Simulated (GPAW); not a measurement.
Here is a GPAW 26.7.0 calculation.

run.py

```python
from ase.dft.bandgap import bandgap
from ase.io import write
from ase.spacegroup import crystal
from ase.units import GPa
from gpaw import GPAW, PW

# Ge 8a
atoms = crystal(['Ge'],
                basis=[[0.25, 0.25, 0.25]],
                spacegroup=227, setting=1,  # Fd-3m
                cellpar=[5.65782, 5.65782, 5.65782, 90.0, 90.0, 90.0],
                primitive_cell=True)

calc = GPAW(mode=PW(450),
            xc='LDA',
            kpts={'size': (7, 7, 7), 'gamma': True},
            occupations={'name': 'fermi-dirac', 'width': 0.01},
            nbands=11,
            convergence={'density': 1e-05, 'energy': 1e-05},
            maxiter=150,
            txt='gpaw.txt')
atoms.calc = calc
energy = atoms.get_potential_energy()
forces = atoms.get_forces()
stress = atoms.get_stress()
calc.write('gs.gpw')
write('result.traj', atoms)
print(f'Energy: {energy:.6f} eV')
print('Forces (eV/A):')
print(forces.round(4))
print('Stress (GPa):', (stress / GPa).round(3))
print('Fermi level:', round(calc.get_fermi_level(), 4), 'eV')
print(f'Gap: {bandgap(calc)[0]:.4f} eV, direct: {bandgap(calc, direct=True)[0]:.4f} eV')
```

Potentials or basis: the program's PAW data sets (release 1.2.1) made for this functional, pw.

Launch:

```console
$ OMP_NUM_THREADS=1 python run.py
```

Question: Estimate the band gap on the k mesh.

Answer: None (metal or under the smearing width).

Question: What does it give for the pressure?

Answer: -1.0 GPa.

Caveat: the cutoff is short for stress and forces, so pressures can be off by a GPa or more; this crystal is a semiconductor, whose small gap the functional closes, so the metal is an error of the method.

The gap isn't set beside the measured one, since this odd mesh misses points on the zone boundary.
